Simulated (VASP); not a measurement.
Here is a VASP 6.6.1 calculation.

INCAR

```
SYSTEM = Pd
  PREC = Accurate
  ENCUT = 600
  EDIFF = 1E-6
  ISMEAR = 1
  SIGMA = 0.1
  LREAL = .FALSE.
  LASPH = .TRUE.
  NELM = 80
  ALGO = Normal
  ISIF = 3
  LWAVE = .FALSE.
  LCHARG = .FALSE.
  METAGGA = R2SCAN
  LMIXTAU = .TRUE.
  IBRION = 2
  NSW = 90
  EDIFFG = -0.01
```

KPOINTS

```
regular mesh
0
G
  16 16 16
  0 0 0
```

Contents of POSCAR:

```
Pd
1.0
    0.0000000000      1.9465000000      1.9465000000
    1.9465000000      0.0000000000      1.9465000000
    1.9465000000      1.9465000000      0.0000000000
Pd
1
Direct
    0.0000000000      0.0000000000      0.0000000000
```

Potentials or basis: VASP PAW PBE potentials, release 64 (Pd).

The run is started by

```sh
$ cat potpaw_PBE.64/Pd/POTCAR > POTCAR
$ mpirun -np 1 vasp_std > vasp.out
```

Question: Predict the space group after relaxing (to 0.05 Å).

Answer: Fm-3m (No. 225).

Question: Estimate the relaxed cell.

Answer: a = 2.767 Å, b = 2.767 Å, c = 2.767 Å, α = 60.00°, β = 60.00°, γ = 60.00°.

Question: Estimate the band gap on the k mesh.

Answer: None (metal or under the smearing width).

Final structure:
```xyz
1
Lattice="0.0000 1.9563 1.9563 1.9563 0.0000 1.9563 1.9563 1.9563 0.0000" Properties=species:S:1:pos:R:3 pbc="T T T"
Pd    0.0000    0.0000    0.0000
```

 Zero-point motion and thermal expansion aren't in these numbers.
